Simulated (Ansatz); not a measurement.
Bi:

```
Bi
1.0
     2.18111    1.34401    3.91915
    -2.35554    1.32889    4.02462
    -0.10032   -2.56974    3.93759
Bi
2
Direct
  0.76600 0.76600 0.76600
  0.23400 0.23400 0.23400
```

The cell isn't the ideal one: cell strained at random at fixed volume.

| Property | Result |
| --- | --- |
| Program | Ansatz 0.2.0 |
| Task | relaxation of cell and atoms |
| Functional | LDA |
| Potentials or basis | JTH PAW LDA |
| Cutoff | 1800 eV |
| Density cutoff | 9000 eV |
| k mesh | 5 × 5 × 5 |
| Occupations | cold, width 0.1 eV |
| Spin | no spin polarisation |

At the start: pressure -1.5 GPa; volume 35.07 Å³/atom.

Q: Where does the relaxation end?

A: Over 9 steps the energy falls by 23.5 meV/atom and the volume is 33.55 Å³/atom (-4.3 %); space group C2/m (No. 12, to 0.05 Å).

Step by step:
```
step  energy change (eV)  largest force (eV/Å)  pressure (GPa)  volume (Å³)
   1              0.0000                0.3037           -1.51        70.14
   2             -0.0152                0.2312           -1.23        69.64
   3             -0.0391                0.1341            0.15        67.68
   4             -0.0401                0.0965           -0.03        67.85
   5             -0.0417                0.0531           -0.20        67.92
   6             -0.0451                0.0208           -0.36        67.79
   7             -0.0465                0.0423           -0.27        67.44
   8             -0.0469                0.0376           -0.12        67.19
   9             -0.0470                0.0284           -0.03        67.10
```

Final structure:
```yaml
crystal:
  lattice:
    - [2.24177, 1.30723, 3.80576]
    - [-2.26983, 1.30791, 3.81723]
    - [-0.01320, -2.59645, 3.80644]
  atoms:
    - { symbol: Bi, position: [0.76147, 0.76839, 0.76301] }
    - { symbol: Bi, position: [0.23853, 0.23161, 0.23699] }
```
